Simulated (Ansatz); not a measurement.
# Rhodium, diamond under PBE: from relaxation to bulk modulus, part 2 of 2

What does PBE give for rhodium in the diamond structure? We relax it, solve it on a dense k-mesh, then scale the cell to 7 volumes from 88 to 112 % of the relaxed one and try a fit of the equation of state. The start is ferromagnetic. The k-meshes are 10×10×10 for the relaxation; 16×16×16 for the dense run; 16×16×16 for the volumes.

Ansatz 0.2.0; DFT, PBE, plane waves (420 eV) with PAW, scalar-relativistic. Earlier steps stand in the parts before.

**6. Volume × 0.96**

This is Rh in the diamond structure; at room conditions it is fcc.

The input, input.yaml:

```yaml
crystal:
  lattice:
    - [0.0, 2.7197461384, 2.7197461384]
    - [2.7197461384, 0.0, 2.7197461384]
    - [2.7197461384, 2.7197461384, 0.0]
  atoms:
    - { symbol: Rh, position: [0.125, 0.125, 0.125], spin: 1.0 }
    - { symbol: Rh, position: [0.875, 0.875, 0.875], spin: 1.0 }
hamiltonian:
  xc: pbe
  pseudopotentials:
    kind: paw
    azcp:
      Rh: "pseudopotentials/Rh.paw.azcp"
basis:
  ecutwfc: 420
  fft_grid_basis: typed
kpoints:
  mp_grid: { grid: [16, 16, 16], shift: [0, 0, 0] }
magnetization:
  spin_polarized: true
scf:
  occupations: { method: fermi_dirac, width: 0.05 }
output:
  stress: true
```

What it wrote (excerpt; [...] marks lines left out):

```text
Warning: RAYON_NUM_THREADS=2 ignored (pool sized by the plan → 2); use --threads N
[...]
Pseudopotentials: kind: paw
Pseudopotential: Rh, paw, valence charge 17, recommended cutoff 420 eV (normal), <dir>
Functional definition: PBE
[...]
Crystal: 2 atoms, lattice volume = 40.236 Å³
Basis set: ecut = 420 eV, 749 PW (Γ)
Bands: 22, of which v1, the nominal top of the filled ones, is band 17 counted from 1 (16 counted from 0)
Symmetry: 48 space group operations
Space group: Fd-3m (ITA 227), of the structure as read, at distance tolerance 3.4e-5 Å
Magnetic group: BNS 227.128 (UNI 1630), of the structure as read, at distance tolerance 3.4e-5 Å
k-points: 145 of 4096
[...]
Starting moments: Σ|m| = 2 μB on 2 of 2 sites
[...]
SCF iter   1: F=—  HF=-12804.592526 eV  |F-HF|=—  |Δ(HF+E_count)|=         —  Δρ=7.26e-2 (↑7.26e-2 ↓2.96e-2)  dr2=2.02e0  dr2_m=6.09e-1  M=0.315 μB ∫|m|=0.315 μB  β_m=0.30  ethr=3.10e-3  ⟨swp⟩=5.9  Hψ=27630  notcnv=0
[...]
SCF iter  10: F=-12803.543079 eV  HF=-12803.543079 eV  |F-HF|=5.28e-11  |Δ(HF+E_count)|=  7.75e-10  Δρ=3.44e-7 (↑3.44e-7 ↓1.65e-7)  dr2=9.70e-11  dr2_m=7.06e-12  M=-0.000 μB ∫|m|=0.000 μB  ethr=6.21e-12  ⟨swp⟩=1.0  Hψ=16513  notcnv=0
[...]
WARN: the starting moments were not kept: the SCF closed with an absolute magnetisation of 6.4e-6 μB, where they sum to 2 μB in size (2 sites). That is at most 0.1 of that sum. Measured as dr2_m measures the in/out step, that magnetisation stands 1.3e-11 eV from none, at or under the [...]
SCF converged after 10 iterations
Magnetization: -0.0000 μB (17.0000 up, 17.0000 down)
Absolute magnetization: 0.0000 μB (∫|ρ↑−ρ↓|, with the PAW one-centre terms)
Spin contamination: 0.0000 ħ² per cell (⟨S²⟩ above its minimum at these occupations)
Per-site moments (μB) at R_I (Å): [(-2.783406760484837e-6, 0.9715898146758489), (-2.7834067606374523e-6, 0.9715898146758489)]
Free energy (F): -12803.543079 eV
[...]
E sigma→0 (E₀):  -12803.530450 eV
Entropy (-TS):   -0.025260 eV (-12.630 meV/atom)
Fermi energy:    14.034149 eV
[...]
--- Stress (GPa, compression-positive) ---
        5.674634      -0.000000      -0.000000
       -0.000000       5.674634      -0.000000
        0.000000      -0.000000       5.674634
  P = ⅓ Tr σ = 5.6746 GPa (56.746 kbar)
```

Run time: 7.5 s. Hardware: 2 threads of an Arm CPU, shared host; peak memory 0.43 GiB.

**7. Volume × 1.0**

input.yaml: that of step 6 with these lines changed.

```diff
@@ -2,5 +2,5 @@
   lattice:
-    - [0.0, 2.7197461384, 2.7197461384]
-    - [2.7197461384, 0.0, 2.7197461384]
-    - [2.7197461384, 2.7197461384, 0.0]
+    - [0.0, 2.7570075651, 2.7570075651]
+    - [2.7570075651, 0.0, 2.7570075651]
+    - [2.7570075651, 2.7570075651, 0.0]
   atoms:
```

What it wrote (excerpt; [...] marks lines left out):

```text
Warning: RAYON_NUM_THREADS=2 ignored (pool sized by the plan → 2); use --threads N
[...]
[... 3 set-up lines as earlier in the session ...]
[...]
Crystal: 2 atoms, lattice volume = 41.913 Å³
Basis set: ecut = 420 eV, 869 PW (Γ)
Bands: 22, of which v1, the nominal top of the filled ones, is band 17 counted from 1 (16 counted from 0)
[... 2 set-up lines as earlier in the session ...]
Magnetic group: BNS 227.128 (UNI 1630), of the structure as read, at distance tolerance 3.5e-5 Å
k-points: 145 of 4096
[...]
Starting moments: Σ|m| = 2 μB on 2 of 2 sites
[...]
SCF iter   1: F=—  HF=-12804.546219 eV  |F-HF|=—  |Δ(HF+E_count)|=         —  Δρ=7.00e-2 (↑7.00e-2 ↓2.83e-2)  dr2=2.00e0  dr2_m=5.80e-1  M=0.346 μB ∫|m|=0.346 μB  β_m=0.30  ethr=3.10e-3  ⟨swp⟩=5.8  Hψ=27016  notcnv=0
[...]
SCF iter  11: F=-12803.570814 eV  HF=-12803.570814 eV  |F-HF|=7.28e-12  |Δ(HF+E_count)|=    0.00e0  Δρ=1.01e-7 (↑9.53e-8 ↓1.01e-7)  dr2=1.48e-11  dr2_m=9.13e-15  M=-0.000 μB ∫|m|=0.000 μB  ethr=1.00e-12  ⟨swp⟩=1.0  Hψ=15162  notcnv=0
[...]
WARN: the starting moments were not kept: the SCF closed with an absolute magnetisation of 4.0e-7 μB, where they sum to 2 μB in size (2 sites). That is at most 0.1 of that sum. Measured as dr2_m measures the in/out step, that magnetisation stands 4.2e-14 eV from none, at or under the [...]
SCF converged after 11 iterations
Magnetization: -0.0000 μB (17.0000 up, 17.0000 down)
Absolute magnetization: 0.0000 μB (∫|ρ↑−ρ↓|, with the PAW one-centre terms)
Spin contamination: 0.0000 ħ² per cell (⟨S²⟩ above its minimum at these occupations)
Per-site moments (μB) at R_I (Å): [(-1.3197322301011876e-7, 0.9849009182935228), (-1.319732228823344e-7, 0.9849009182935228)]
Free energy (F): -12803.570814 eV
[...]
E sigma→0 (E₀):  -12803.557134 eV
Entropy (-TS):   -0.027359 eV (-13.679 meV/atom)
Fermi energy:    13.226029 eV
[...]
--- Stress (GPa, compression-positive) ---
       -0.138307       0.000000      -0.000000
        0.000000      -0.138307      -0.000000
        0.000000      -0.000000      -0.138307
  P = ⅓ Tr σ = -0.1383 GPa (-1.383 kbar)
```

Run time: 8.1 s. Hardware: 2 threads of an Arm CPU, shared host; peak memory 0.43 GiB.

**8. Volume × 1.04**

input.yaml: that of step 7 with these lines changed.

```diff
@@ -2,5 +2,5 @@
   lattice:
-    - [0.0, 2.7570075651, 2.7570075651]
-    - [2.7570075651, 0.0, 2.7570075651]
-    - [2.7570075651, 2.7570075651, 0.0]
+    - [0.0, 2.7932881409, 2.7932881409]
+    - [2.7932881409, 0.0, 2.7932881409]
+    - [2.7932881409, 2.7932881409, 0.0]
   atoms:
```

What it wrote (excerpt; [...] marks lines left out):

```text
Warning: RAYON_NUM_THREADS=2 ignored (pool sized by the plan → 2); use --threads N
[...]
[... 3 set-up lines as earlier in the session ...]
[...]
Crystal: 2 atoms, lattice volume = 43.589 Å³
Basis set: ecut = 420 eV, 869 PW (Γ)
Bands: 22, of which v1, the nominal top of the filled ones, is band 17 counted from 1 (16 counted from 0)
[... 2 set-up lines as earlier in the session ...]
Magnetic group: BNS 227.128 (UNI 1630), of the structure as read, at distance tolerance 3.5e-5 Å
k-points: 145 of 4096
[...]
Starting moments: Σ|m| = 2 μB on 2 of 2 sites
[...]
SCF iter   1: F=—  HF=-12804.446747 eV  |F-HF|=—  |Δ(HF+E_count)|=         —  Δρ=6.72e-2 (↑6.72e-2 ↓2.72e-2)  dr2=1.96e0  dr2_m=5.51e-1  M=0.378 μB ∫|m|=0.378 μB  β_m=0.30  ethr=3.10e-3  ⟨swp⟩=5.6  Hψ=26304  notcnv=0
[...]
SCF iter  12: F=-12803.544610 eV  HF=-12803.544610 eV  |F-HF|=3.64e-12  |Δ(HF+E_count)|=  5.46e-12  Δρ=5.58e-8 (↑5.58e-8 ↓4.13e-8)  dr2=3.47e-12  dr2_m=7.06e-14  M=-0.000 μB ∫|m|=0.000 μB  ethr=1.00e-12  ⟨swp⟩=1.0  Hψ=16587  notcnv=0
[...]
WARN: the starting moments were not kept: the SCF closed with an absolute magnetisation of 9.0e-7 μB, where they sum to 2 μB in size (2 sites). That is at most 0.1 of that sum. Measured as dr2_m measures the in/out step, that magnetisation stands 2.6e-13 eV from none, at or under the [...]
SCF converged after 12 iterations
Magnetization: -0.0000 μB (17.0000 up, 17.0000 down)
Absolute magnetization: 0.0000 μB (∫|ρ↑−ρ↓|, with the PAW one-centre terms)
Spin contamination: 0.0000 ħ² per cell (⟨S²⟩ above its minimum at these occupations)
Per-site moments (μB) at R_I (Å): [(-3.9975900555501513e-7, 0.9978616271700477), (-3.9975900569153524e-7, 0.9978616271700477)]
Free energy (F): -12803.544610 eV
[...]
E sigma→0 (E₀):  -12803.529813 eV
Entropy (-TS):   -0.029595 eV (-14.797 meV/atom)
Fermi energy:    12.482853 eV
[...]
--- Stress (GPa, compression-positive) ---
       -4.680970       0.000000       0.000000
        0.000000      -4.680970       0.000000
        0.000000      -0.000000      -4.680970
  P = ⅓ Tr σ = -4.6810 GPa (-46.810 kbar)
```

It took 8.7 s on 2 threads of an Arm CPU, shared host; peak memory 0.44 GiB.

**9. Volume × 1.08**

input.yaml: that of step 8 with these lines changed.

```diff
@@ -2,5 +2,5 @@
   lattice:
-    - [0.0, 2.7932881409, 2.7932881409]
-    - [2.7932881409, 0.0, 2.7932881409]
-    - [2.7932881409, 2.7932881409, 0.0]
+    - [0.0, 2.8286499726, 2.8286499726]
+    - [2.8286499726, 0.0, 2.8286499726]
+    - [2.8286499726, 2.8286499726, 0.0]
   atoms:
```

What it wrote (excerpt; [...] marks lines left out):

```text
Warning: RAYON_NUM_THREADS=2 ignored (pool sized by the plan → 2); use --threads N
[...]
[... 3 set-up lines as earlier in the session ...]
[...]
Crystal: 2 atoms, lattice volume = 45.266 Å³
Basis set: ecut = 420 eV, 893 PW (Γ)
Bands: 22, of which v1, the nominal top of the filled ones, is band 17 counted from 1 (16 counted from 0)
[... 1 set-up line as earlier in the session ...]
Space group: Fd-3m (ITA 227), of the structure as read, at distance tolerance 3.6e-5 Å
Magnetic group: BNS 227.128 (UNI 1630), of the structure as read, at distance tolerance 3.6e-5 Å
k-points: 145 of 4096
[...]
Starting moments: Σ|m| = 2 μB on 2 of 2 sites
[...]
SCF iter   1: F=—  HF=-12804.307489 eV  |F-HF|=—  |Δ(HF+E_count)|=         —  Δρ=6.44e-2 (↑6.44e-2 ↓2.61e-2)  dr2=1.91e0  dr2_m=5.18e-1  M=0.417 μB ∫|m|=0.417 μB  β_m=0.30  ethr=3.10e-3  ⟨swp⟩=5.5  Hψ=25855  notcnv=0
[...]
SCF iter  12: F=-12803.476375 eV  HF=-12803.476375 eV  |F-HF|=5.46e-12  |Δ(HF+E_count)|=  2.18e-11  Δρ=8.27e-8 (↑8.27e-8 ↓4.81e-8)  dr2=7.46e-12  dr2_m=2.21e-13  M=-0.000 μB ∫|m|=0.000 μB  ethr=1.00e-12  ⟨swp⟩=1.0  Hψ=16392  notcnv=0
[...]
WARN: the starting moments were not kept: the SCF closed with an absolute magnetisation of 2.1e-6 μB, where they sum to 2 μB in size (2 sites). That is at most 0.1 of that sum. Measured as dr2_m measures the in/out step, that magnetisation stands 1.4e-12 eV from none, at or under the [...]
SCF converged after 12 iterations
Magnetization: -0.0000 μB (17.0000 up, 17.0000 down)
Absolute magnetization: 0.0000 μB (∫|ρ↑−ρ↓|, with the PAW one-centre terms)
Spin contamination: 0.0000 ħ² per cell (⟨S²⟩ above its minimum at these occupations)
Per-site moments (μB) at R_I (Å): [(-9.644601828649035e-7, 1.0104941280578743), (-9.64460183074604e-7, 1.0104941280578743)]
Free energy (F): -12803.476375 eV
[...]
E sigma→0 (E₀):  -12803.460368 eV
Entropy (-TS):   -0.032014 eV (-16.007 meV/atom)
Fermi energy:    11.798384 eV
[...]
--- Stress (GPa, compression-positive) ---
       -8.208708      -0.000000       0.000000
       -0.000000      -8.208708      -0.000000
        0.000000       0.000000      -8.208708
  P = ⅓ Tr σ = -8.2087 GPa (-82.087 kbar)
```

It took 9.9 s on 2 threads of an Arm CPU, shared host; peak memory 0.44 GiB.

**10. Volume × 1.12**

input.yaml: that of step 9 with these lines changed.

```diff
@@ -2,5 +2,5 @@
   lattice:
-    - [0.0, 2.8286499726, 2.8286499726]
-    - [2.8286499726, 0.0, 2.8286499726]
-    - [2.8286499726, 2.8286499726, 0.0]
+    - [0.0, 2.8631491041, 2.8631491041]
+    - [2.8631491041, 0.0, 2.8631491041]
+    - [2.8631491041, 2.8631491041, 0.0]
   atoms:
```

What it wrote (excerpt; [...] marks lines left out):

```text
Warning: RAYON_NUM_THREADS=2 ignored (pool sized by the plan → 2); use --threads N
[...]
[... 3 set-up lines as earlier in the session ...]
[...]
Crystal: 2 atoms, lattice volume = 46.942 Å³
Basis set: ecut = 420 eV, 941 PW (Γ)
Bands: 22, of which v1, the nominal top of the filled ones, is band 17 counted from 1 (16 counted from 0)
[... 2 set-up lines as earlier in the session ...]
Magnetic group: BNS 227.128 (UNI 1630), of the structure as read, at distance tolerance 3.6e-5 Å
k-points: 145 of 4096
[...]
Starting moments: Σ|m| = 2 μB on 2 of 2 sites
[...]
SCF iter   1: F=—  HF=-12804.138168 eV  |F-HF|=—  |Δ(HF+E_count)|=         —  Δρ=6.15e-2 (↑6.15e-2 ↓2.50e-2)  dr2=1.86e0  dr2_m=4.81e-1  M=0.466 μB ∫|m|=0.466 μB  β_m=0.30  ethr=3.10e-3  ⟨swp⟩=5.6  Hψ=25646  notcnv=0
[...]
SCF iter  12: F=-12803.375629 eV  HF=-12803.375629 eV  |F-HF|=1.46e-11  |Δ(HF+E_count)|=  1.09e-11  Δρ=1.14e-7 (↑1.14e-7 ↓8.61e-8)  dr2=2.19e-11  dr2_m=1.60e-13  M=-0.000 μB ∫|m|=0.000 μB  ethr=1.00e-12  ⟨swp⟩=1.0  Hψ=17283  notcnv=0
[...]
WARN: the starting moments were not kept: the SCF closed with an absolute magnetisation of 2.1e-6 μB, where they sum to 2 μB in size (2 sites). That is at most 0.1 of that sum. Measured as dr2_m measures the in/out step, that magnetisation stands 1.4e-12 eV from none, at or under the [...]
SCF converged after 12 iterations
Magnetization: -0.0000 μB (17.0000 up, 17.0000 down)
Absolute magnetization: 0.0000 μB (∫|ρ↑−ρ↓|, with the PAW one-centre terms)
Spin contamination: 0.0000 ħ² per cell (⟨S²⟩ above its minimum at these occupations)
Per-site moments (μB) at R_I (Å): [(-9.599052822173952e-7, 1.0228184418264683), (-9.59905282137285e-7, 1.0228184418264683)]
Free energy (F): -12803.375629 eV
[...]
E sigma→0 (E₀):  -12803.358382 eV
Entropy (-TS):   -0.034494 eV (-17.247 meV/atom)
Fermi energy:    11.166582 eV
[...]
--- Stress (GPa, compression-positive) ---
      -10.928863      -0.000000       0.000000
       -0.000000     -10.928863      -0.000000
       -0.000000       0.000000     -10.928863
  P = ⅓ Tr σ = -10.9289 GPa (-109.289 kbar)
```

It took 10 s on 2 threads of an Arm CPU, shared host; peak memory 0.45 GiB.

**11. Fitting the volumes**

All volumes keep the relaxed shape and fractional coordinates.

| V (Å³/atom) | E − E₀ (meV/atom) | P from the stress (GPa) | P from the fit (GPa) |
| --- | --- | --- | --- |
| 18.442 | 152.9 | 22.58 | 22.52 |
| 19.280 | 61.1 | 13.10 | 12.99 |
| 20.118 | 13.3 | 5.67 | 5.56 |
| 20.956 | 0.0 | -0.14 | -0.24 |
| 21.795 | 13.6 | -4.68 | -4.78 |
| 22.633 | 48.4 | -8.21 | -8.32 |
| 23.471 | 99.4 | -10.93 | -11.08 |

Fit (Birch-Murnaghan, third order): V₀ = 20.917 Å³/atom, B₀ = 129 GPa, B₀′ = 5.1, largest residual 0.05 meV/atom.

Fit and stress differ a little: one follows E(σ → 0), the other the smeared free energy.

**12. Outcome**

What follows sums up all 2 parts.

```
                      quantity                         value
space group (spins left aside)               Fd-3m (No. 227)
             conventional cell                   a = 5.514 Å
                        volume                20.956 Å³/atom
             shortest distance                       2.388 Å
               gap on the mesh  none (levels filled in part)
                magnetic state                  non-magnetic
               relative to fcc                +1110 meV/atom
                   V₀, B₀, B₀′  20.917 Å³/atom, 129 GPa, 5.1
```

**Reading.** From the guessed start the volume grew by 12.9 % in 5 steps. Against the reference form of rhodium (fcc, computed apart with the same settings) it stands 1110 meV/atom higher, so it is far from stable. The starting moments do not survive. No gap shows: it is a metal or semimetal at this level. B₀ comes out at 129 GPa. The symmetry was held, so the structure may be unstable against distortions that break it.
